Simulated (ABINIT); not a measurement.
# Pt (P-1) in ABINIT: phonons with PBEsol

Aim: the phonons of Pt with PBEsol.

Everything below comes from runs of ABINIT 10.8.3 (patched build). Logs are shortened: lines on timing, memory, paths and dates and some standing lists are left out, and cuts for length are marked. The log counts tension as positive stress, the text compression.

## Step 1: The cell of the first run

The typed cell holds 2 atoms: a = 3.168 Å, b = 3.168 Å, c = 3.168 Å, α = 90.00°, β = 90.00°, γ = 90.00°.

This isn't the form of Pt at room conditions, which is fcc.

## Step 2: Phonons, PBEsol (atoms moved at random, drawn with an rms of 0.1 Å)

run.abi

```
# Datasets
ndtset 2

# Pseudopotentials
pp_dirpath "./"
pseudos "Pt.GGA_PBE-ansatz.xml"

# Structure
acell 5.9874838423 5.9874838423 5.9874838423
rprim
     0.0000000000    -1.0000000000     0.0000000000
    -1.0000000000     0.0000000000     0.0000000000
     0.0000000000     0.0000000000    -1.0000000000
ntypat 1
znucl 78
natom 2
typat 1 1
chkprim 0
chksymtnons 0
tolsym 1.0e-6
xred
   0.5036990000   0.5046530000   0.5305790000
   1.0025530000   0.0141070000   1.0213820000

# Plane-wave basis
ecut 14.0
pawecutdg 28.0
pawxcdev 0

# k points
ngkpt 10 10 10
nshiftk 1
shiftk 0.0 0.0 0.0

# Exchange and correlation
ixc -116133

# Bands and occupations
nband 26
occopt 3
tsmear 0.136 eV

# SCF cycle
nstep 80

# Output
prteig 0
prtebands 0
prtwf 0
prtden 0
prtpot 0

# Dataset 1: ground state
kptopt1 1
tolvrs1 1.0e-11
prtwf1 1
tolwfr1 1.0e-14
nbdbuf1 4
nline1 6

# Dataset 2: response at q = 0 to atomic displacements
rfphon2 1
rfatpol2 1 2
rfdir2 1 1 1
getwfk2 1
kptopt2 2
nqpt2 1
qpt2 0.0 0.0 0.0
tolvrs2 1.0e-8
```

mrgddb.in

```
merged_DDB
Pt
2
runo_DS1_DDB
runo_DS2_DDB
```

anaddb.abi

```
ddb_filepath "merged_DDB"
output_file "anaddb.abo"
outdata_prefix "ana"
asr 1
chneut 0
dipdip 0
dieflag 0
enunit 0
eivec 1
nph1l 1
qph1l 0.0 0.0 0.0 1.0
```

Potentials or basis: Ansatz PAW PBE default generated set, frozen core.

On the command line:

```sh
$ mpirun --bind-to none -np 4 abinit run.abi > log 2>&1
$ mrgddb < mrgddb.in > mrgddb.log 2>&1
$ anaddb anaddb.abi > anaddb.log 2>&1
```

run.abo:

```text
[... set-up lines left out ...]
 ETOT  1  -240.96587886559    -2.410E+02 4.807E+00 8.916E+00
 ETOT  2  -242.73282622739    -1.767E+00 5.069E-04 4.072E+00
 ETOT  3  -242.71857047330     1.426E-02 2.605E-04 7.157E-01
 ETOT  4  -242.71700488563     1.566E-03 6.570E-05 3.548E-02
 ETOT  5  -242.71689733338     1.076E-04 2.447E-06 6.259E-04
 ETOT  6  -242.71689627931     1.054E-06 2.271E-08 4.758E-05
 ETOT  7  -242.71689620290     7.642E-08 3.475E-09 2.164E-06
 ETOT  8  -242.71689619553     7.366E-09 1.154E-10 5.469E-08
 ETOT  9  -242.71689619535     1.835E-10 9.846E-12 5.291E-09
 ETOT 10  -242.71689619533     1.833E-11 5.548E-13 6.599E-12
 ETOT 11  -242.71689619533    -2.274E-13 1.000E-14 5.395E-13

 At SCF step   11  max residual=  1.00E-14 < tolwfr=  1.00E-14 AND nres2   =  5.39E-13 < tolvrs=  1.00E-11 =>converged.

 Cartesian components of stress tensor (hartree/bohr^3)
  sigma(1 1)=  3.56486520E-04  sigma(3 2)= -7.03520811E-07
  sigma(2 2)=  3.53585281E-04  sigma(3 1)=  5.06799242E-06
  sigma(3 3)=  3.56032930E-04  sigma(2 1)=  7.51771530E-07

--- !ResultsGS
iteration_state: {dtset: 1, }
comment   : Summary of ground state results
lattice_vectors:
- [  0.0000000,  -5.9874838,   0.0000000, ]
- [ -5.9874838,   0.0000000,   0.0000000, ]
- [  0.0000000,   0.0000000,  -5.9874838, ]
lattice_lengths: [   5.98748,    5.98748,    5.98748, ]
lattice_angles: [ 90.000,  90.000,  90.000, ] # degrees, (23, 13, 12)
lattice_volume:   2.1465107E+02
convergence: {deltae: -2.274E-13, res2:  5.395E-13, residm:  1.000E-14, diffor: null, }
etotal    :  -2.42716896E+02
entropy   :   0.00000000E+00
fermie    :   4.00380105E-01
cartesian_stress_tensor: # hartree/bohr^3
- [  3.56486520E-04,   7.51771530E-07,   5.06799242E-06, ]
- [  7.51771530E-07,   3.53585281E-04,  -7.03520811E-07, ]
- [  5.06799242E-06,  -7.03520811E-07,   3.56032930E-04, ]
pressure_GPa:  -1.0455E+01
xred      :
- [  5.0370E-01,   5.0465E-01,   5.3058E-01, Pt]
- [  1.0026E+00,   1.4107E-02,   1.0214E+00, Pt]
cartesian_forces: # hartree/bohr
- [ -3.77287415E-03,   4.66412944E-04,   3.68026672E-03, ]
- [  3.77287415E-03,  -4.66412944E-04,  -3.68026672E-03, ]
force_length_stats: {min:   5.29117033E-03, max:   5.29117033E-03, mean:   5.29117033E-03, }
...

 Integrated electronic density in atomic spheres:
 ------------------------------------------------
 Atom  Sphere_radius  Integrated_density
    1        2.63806         16.96030412
    2        2.63806         16.95779389

================================================================================

 ----iterations are completed or convergence reached----

 Mean square residual over all n,k,spin=   25.542E-16; max=  10.000E-15
 reduced coordinates (array xred) for    2 atoms
       0.503699000000      0.504653000000      0.530579000000
       1.002553000000      0.014107000000      1.021382000000
 rms dE/dt=  1.8291E-02; max dE/dt=  2.2590E-02; dE/dt below (all hartree)
    1       0.002792639965     -0.022590022987      0.022035537539
    2      -0.002792639965      0.022590022987     -0.022035537539

 cartesian coordinates (angstrom) at end:
    1     -1.59896275023277    -1.59594005847482    -1.68110772561691
    2     -0.04469718304961    -3.17652902516009    -3.23618758187952

 cartesian forces (hartree/bohr) at end:
    1     -0.00377287414577     0.00046641294387     0.00368026672302
    2      0.00377287414577    -0.00046641294387    -0.00368026672302
 frms,max,avg= 3.0548586E-03 3.7728741E-03   0.000E+00  0.000E+00  0.000E+00 h/b

 cartesian forces (eV/Angstrom) at end:
    1     -0.19400898903500     0.02398391788787     0.18924692389031
    2      0.19400898903500    -0.02398391788787    -0.18924692389031
 frms,max,avg= 1.5708715E-01 1.9400899E-01   0.000E+00  0.000E+00  0.000E+00 e/A
 length scales=  5.987483842300  5.987483842300  5.987483842300 bohr
              =  3.168439997846  3.168439997846  3.168439997846 angstroms
 Fermi (or HOMO) energy (hartree) =   0.40038   Average Vxc (hartree)=  -0.50534
 Eigenvalues (hartree) for nkpt= 504  k points:
 kpt#   1, nband= 26, wtk=  0.00100, kpt=  0.0000  0.0000  0.0000 (reduced coord)
  -3.20571   -3.20380   -1.52581   -1.52578   -1.52569   -1.51470   -1.51470   -1.51469
   0.04957    0.17722    0.17737    0.27155    0.27205    0.27209    0.36314    0.36344
   0.41826    0.41832    0.41881    0.67813    0.67838    0.67856    0.86321    1.02394
   1.02407    1.02447
      occupation numbers for kpt#   1
   2.00000    2.00000    2.00000    2.00000    2.00000    2.00000    2.00000    2.00000
   2.00000    2.00000    2.00000    2.00000    2.00000    2.00000    1.99884    1.99877
   0.05432    0.05378    0.04888    0.00000    0.00000    0.00000    0.00000    0.00000
   0.00000    0.00000
 prteigrs : prtvol=0 or 1, do not print more k-points.

--- !EnergyTerms
iteration_state     : {dtset: 1, }
comment             : Components of total free energy in Hartree
kinetic             :  4.67922191884064E+01
hartree             :  4.15835736841991E+01
xc                  : -1.90850592304182E+01
Ewald energy        : -1.96909538714058E+02
psp_core            :  1.39800823065157E+01
local_psp           : -1.26472019712489E+02
PAW spherical_terms : -2.60166439572242E+00
internal            : -2.42712406873566E+02
'-kT*entropy'       : -4.48940036433118E-03
total_energy        : -2.42716896273931E+02
total_energy_eV     : -6.60466321293564E+03
...

--- !EnergyTermsDC
iteration_state     : {dtset: 1, }
comment             : '"Double-counting" decomposition of free energy'
band_energy         : -2.53942142038245E+01
Ewald energy        : -1.96909538714058E+02
psp_core            :  1.39800823065157E+01
xc_dc               : -3.85078051204344E+01
PAW spherical_terms :  4.11906893683404E+00
internal            : -2.42712406794967E+02
'-kT*entropy'       : -4.48940036433118E-03
total_energy_dc     : -2.42716896195331E+02
total_energy_dc_eV  : -6.60466321079683E+03
...

--- !EnergyTermsWithPAWCore
iteration_state     : {dtset: 1, }
comment             : 'Components of total free energy, including PAW core contributions'
Total energy        : -3.29375270859995E+04
Total energy DC     : -3.29375270859209E+04
Total energy (eV)   : -8.96275771524594E+05
Total energy DC (eV): -8.96275771522455E+05
...

 Cartesian components of stress tensor (hartree/bohr^3)
  sigma(1 1)=  3.56486520E-04  sigma(3 2)= -7.03520811E-07
  sigma(2 2)=  3.53585281E-04  sigma(3 1)=  5.06799242E-06
  sigma(3 3)=  3.56032930E-04  sigma(2 1)=  7.51771530E-07

-Cartesian components of stress tensor (GPa)         [Pressure= -1.0455E+01 GPa]
- sigma(1 1)=  1.04881955E+01  sigma(3 2)= -2.06982969E-02
- sigma(2 2)=  1.04028381E+01  sigma(3 1)=  1.49105485E-01
- sigma(3 3)=  1.04748504E+01  sigma(2 1)=  2.21178820E-02

================================================================================
== DATASET  2 ==================================================================

--- !DatasetInfo
iteration_state: {dtset: 2, }
dimensions: {natom: 2, nkpt: 504, mband: 26, nsppol: 1, nspinor: 1, nspden: 1, mpw: 554, }
cutoff_energies: {ecut:  14.0, pawecutdg:  28.0, }
electrons: {nelect:   3.60000000E+01, charge:   0.00000000E+00, occopt:   3.00000000E+00, tsmear:   4.99790782E-03, }
meta: {optdriver: 1, rfphon: 1, }
...

 mkfilename : getwfk/=0, take file _WFK from output of DATASET   1.

 Real(R)+Recip(G) space primitive vectors, cartesian coordinates (Bohr,Bohr^-1):
 R(1)=  0.0000000 -5.9874838  0.0000000  G(1)=  0.0000000 -0.1670151  0.0000000
 R(2)= -5.9874838  0.0000000  0.0000000  G(2)= -0.1670151  0.0000000  0.0000000
 R(3)=  0.0000000  0.0000000 -5.9874838  G(3)=  0.0000000  0.0000000 -0.1670151
 Unit cell volume ucvol=  2.1465107E+02 bohr^3
 Angles (23,13,12)=  9.00000000E+01  9.00000000E+01  9.00000000E+01 degrees
 setup1 : take into account q-point for computing boxcut.

 Coarse grid specifications (used for wave-functions):

 getcut: wavevector=  0.0000  0.0000  0.0000  ngfft=  24  24  24
         ecut(hartree)=     14.000   => boxcut(ratio)=   2.37979

 getcut : COMMENT -
  Note that boxcut > 2.2 ; recall that boxcut=Gcut(box)/Gcut(sphere) = 2
  is sufficient for exact treatment of convolution.
  Such a large boxcut is a waste : you could raise ecut
  e.g. ecut=   19.821820 Hartrees makes boxcut=2

 Fine grid specifications (used for densities):

 getcut: wavevector=  0.0000  0.0000  0.0000  ngfft=  30  30  30
         ecut(hartree)=     28.000   => boxcut(ratio)=   2.10345
--------------------------------------------------------------------------------

 ==>  initialize data related to q vector <==

 The list of irreducible perturbations for this q vector is:
    1)    idir= 1    ipert=   1
    2)    idir= 2    ipert=   1
    3)    idir= 3    ipert=   1

================================================================================

 The perturbation idir=   1  ipert=   2 is
 symmetric of a previously calculated perturbation.
 So, its SCF calculation is not needed.

 The perturbation idir=   2  ipert=   2 is
 symmetric of a previously calculated perturbation.
 So, its SCF calculation is not needed.
[... 144 lines left out ...]
 2DEtotal=    0.2423566098E+01 Ha. Also 2DEtotal=    0.659485931736E+02 eV
    (2DErelax=   -2.1761584468E+03 Ha. 2DEnonrelax=    2.1785820129E+03 Ha)
    (  non-var. 2DEtotal :    2.4235797172E+00 Ha)

================================================================================

 ---- first-order wavefunction calculations are completed ----

 ==> Compute Derivative Database <==

  Dynamical matrix, in cartesian coordinates,
   if specified in the inputs, asr has been imposed
     j1       j2             matrix element
  dir pert dir pert     real part    imaginary part

   1    1   1    1         0.0671201498        -0.0000000000
   1    1   2    1        -0.0000695209         0.0000000000
   1    1   3    1        -0.0005666553         0.0000000000
   1    1   1    2        -0.0671201498         0.0000000000
   1    1   2    2         0.0000695209        -0.0000000000
   1    1   3    2         0.0005666553        -0.0000000000

   2    1   1    1        -0.0000695209         0.0000000000
   2    1   2    1         0.0669151922         0.0000000000
   2    1   3    1         0.0000682529        -0.0000000000
   2    1   1    2         0.0000695209        -0.0000000000
   2    1   2    2        -0.0669151922        -0.0000000000
   2    1   3    2        -0.0000682529         0.0000000000
[... 22 lines left out ...]
   3    2   1    1         0.0005666553         0.0000000000
   3    2   2    1        -0.0000682529        -0.0000000000
   3    2   3    1        -0.0671096171         0.0000000000
   3    2   1    2        -0.0005666553        -0.0000000000
   3    2   2    2         0.0000682529         0.0000000000
   3    2   3    2         0.0671096171        -0.0000000000

  Phonon wavevector (reduced coordinates) :  0.00000  0.00000  0.00000
 Phonon energies in Hartree :
   0.000000E+00  0.000000E+00  0.000000E+00  6.117821E-04  6.134107E-04
   6.170252E-04
 Phonon frequencies in cm-1    :
   0.000000E+00  0.000000E+00  0.000000E+00  1.342706E+02  1.346281E+02
   1.354214E+02

== END DATASET(S) ==============================================================
================================================================================

 -outvars: echo values of variables after computation  --------
            acell      5.9874838423E+00  5.9874838423E+00  5.9874838423E+00 Bohr
           etotal1    -2.4271689620E+02
           etotal2     2.4235660976E+00
            fcart1    -3.7728741458E-03  4.6641294387E-04  3.6802667230E-03
                       3.7728741458E-03 -4.6641294387E-04 -3.6802667230E-03
            fcart2     0.0000000000E+00  0.0000000000E+00  0.0000000000E+00
                       0.0000000000E+00  0.0000000000E+00  0.0000000000E+00
            rprim      0.0000000000E+00 -1.0000000000E+00  0.0000000000E+00
                      -1.0000000000E+00  0.0000000000E+00  0.0000000000E+00
                       0.0000000000E+00  0.0000000000E+00 -1.0000000000E+00
           strten1     3.5648652019E-04  3.5358528127E-04  3.5603293009E-04
                      -7.0352081058E-07  5.0679924214E-06  7.5177152987E-07
           strten2     0.0000000000E+00  0.0000000000E+00  0.0000000000E+00
                       0.0000000000E+00  0.0000000000E+00  0.0000000000E+00
           xangst     -1.5989627502E+00 -1.5959400585E+00 -1.6811077256E+00
                      -4.4697183050E-02 -3.1765290252E+00 -3.2361875819E+00
             xred      5.0369900000E-01  5.0465300000E-01  5.3057900000E-01
                       1.0025530000E+00  1.4107000000E-02  1.0213820000E+00
 Calculation completed.
```

Wall time 6.9 min (4 MPI ranks of Arm Neoverse V2, shared host); peak memory 1.8 GiB.

What came out:

```
Free energy                   : -6604.6632 eV
Pressure                      : -10.5 GPa
Largest force                 : 0.272 eV/Å
Band gap on the k mesh        : none (metal or under the smearing width)
Highest phonon frequency at Γ : 135 cm⁻¹
```

Forces in eV/Å, atoms in the order of the input:
```
Pt  -0.194  0.024  0.189
Pt   0.194 -0.024 -0.189
```

Stress tensor (GPa, compression positive):
```
-10.49  -0.02  -0.15
 -0.02 -10.40   0.02
 -0.15   0.02 -10.47
```

Phonon frequencies in cm⁻¹ (negative: imaginary):
| q point | frequencies |
| --- | --- |
| (0.000, 0.000, 0.000) | 0 0 0 134 135 135 |

Caveat: the atoms weren't relaxed first, which shifts response properties; the cell is more than 3 GPa from zero pressure, which shifts response properties; the PAW data sets were made with another functional, which shifts forces and pressure a little; the atomic spheres overlap.
